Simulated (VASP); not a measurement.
A run of VASP 6.6.1 is set up as follows.

Contents of POSCAR:

```
HfS2
1.0
    3.5553237360      0.0000000000      0.0000000000
   -1.7776618680      3.0790006739      0.0000000000
    0.0000000000     -0.0000000000      5.6790914893
  Hf              S
     1     2
Direct
     0.0000000000000000    0.0000000000000000    0.0000000000000000
     0.6666666699999979    0.3333333300000021    0.7458257146630688
     0.3333333300000021    0.6666666699999979    0.2541742853369311
```

Contents of INCAR.step1:

```
PREC = Accurate
ENCUT = 600
EDIFF = 1E-8
ISMEAR = 0
SIGMA = 0.03
LREAL = F
LASPH = T
NELM = 80
ALGO = Fast
ISIF = 3
LWAVE = F
LCHARG = F
KPAR = 2
IBRION = 2
NSW = 40
EDIFFG = -0.002
```

File INCAR.step2:

```
PREC = Accurate
ENCUT = 600
EDIFF = 1E-8
ISMEAR = 0
SIGMA = 0.03
LREAL = F
LASPH = T
NELM = 80
ALGO = Fast
ISIF = 2
LWAVE = F
LCHARG = F
KPAR = 2
IBRION = 6
NFREE = 2
POTIM = 0.015
NSW = 1
```

The input KPOINTS:

```
regular mesh
0
Gamma
  9 9 5
```

Potentials or basis: VASP PAW LDA potentials, release 64 (Hf_pv, S).

Run with:

```bash
$ cat potpaw_LDA.64/Hf_pv/POTCAR potpaw_LDA.64/S/POTCAR > POTCAR
$ cp INCAR.step1 INCAR
$ mpirun -np 2 vasp_std > vasp.out
$ cp CONTCAR POSCAR
$ cp INCAR.step2 INCAR
$ mpirun -np 2 vasp_std > vasp.out
```

**Question.** What does it give for the highest phonon frequency at Γ, LO-TO splitting left out?

**Answer.** 334 cm⁻¹.

Phonon frequencies in cm⁻¹ (negative: imaginary):
```tsv
q point	frequencies
(0.000, 0.000, 0.000)	0 0 0 154 154 264 264 308 334
```

The run has no spin-orbit coupling, so splittings on Hf are missing.
